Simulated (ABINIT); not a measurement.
The system is BN.

```xyz
2
Lattice="0.0000 1.8130 1.8130 1.8130 0.0000 1.8130 1.8130 1.8130 0.0000" Properties=species:S:1:pos:R:3 pbc="T T T"
N     0.9065    0.9065    0.9065
B     0.0000    0.0000    0.0000
```

The cell is a database's computed one.

Base run:

```yaml
Program: ABINIT 10.8.3 (patched build)
Functional: rPW86PBE
Potentials_or_basis: JTH PAW PBE v2.0
Cutoff: 707 eV
k_mesh: 13 × 13 × 13
Occupations: fermi-dirac, width 0.05 eV
Spin: no spin polarisation
```

Its results: band gap on the k mesh 4.84 eV, indirect (least direct gap 8.78 eV); pressure 6.2 GPa.

Problem. The run is repeated on the same cell with these changes: functional from rPW86PBE to HCTH407. What comes out?

Solution. Band gap on the k mesh 4.78 eV, indirect (least direct gap 8.84 eV); pressure -0.6 GPa.

Caveats: the PAW data sets were made with another functional, which shifts forces and pressure a little.

A k mesh can miss the band edges.
